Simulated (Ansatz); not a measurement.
# Nb in Ansatz: the effect of functional

Nb:

```
Nb
1.0
    -1.66395    1.66395    1.66395
     1.66395   -1.66395    1.66395
     1.66395    1.66395   -1.66395
Nb
1
Direct
  0.00000 0.00000 0.00000
```

Alike in all runs:

| Property | Result |
| --- | --- |
| Program | Ansatz 0.2.0 |
| Task | band structure |
| Potentials or basis | Ansatz PAW |
| k mesh | 11 × 11 × 11 |
| Occupations | fermi-dirac, width 0.05 eV |
| Spin | no spin polarisation |

| functional | cutoff | pressure (GPa) |
| --- | --- | --- |
| LDA | 420 eV (not typed: the program's choice for these potentials) | -11.6 |
| PBEsol | 420 eV (not typed: the program's choice for these potentials) | -7.8 |
| RPBE | 420 eV (not typed: the program's choice for these potentials) | ? |
| revPBE | 420 eV (not typed: the program's choice for these potentials) | 0.0 |
| BLYP | 420 eV (not typed: the program's choice for these potentials) | 4.1 |
| r2SCAN | 500 eV (not typed: the program's choice for these potentials) | -3.2 |

Q: What does the run with functional RPBE give?

A: Pressure 0.8 GPa.

Caveats: the PAW data sets come from PBE, with cores solved anew for the run's functional, which leaves a small shift of forces and pressure.

Runs at the PBE level aren't shown here.
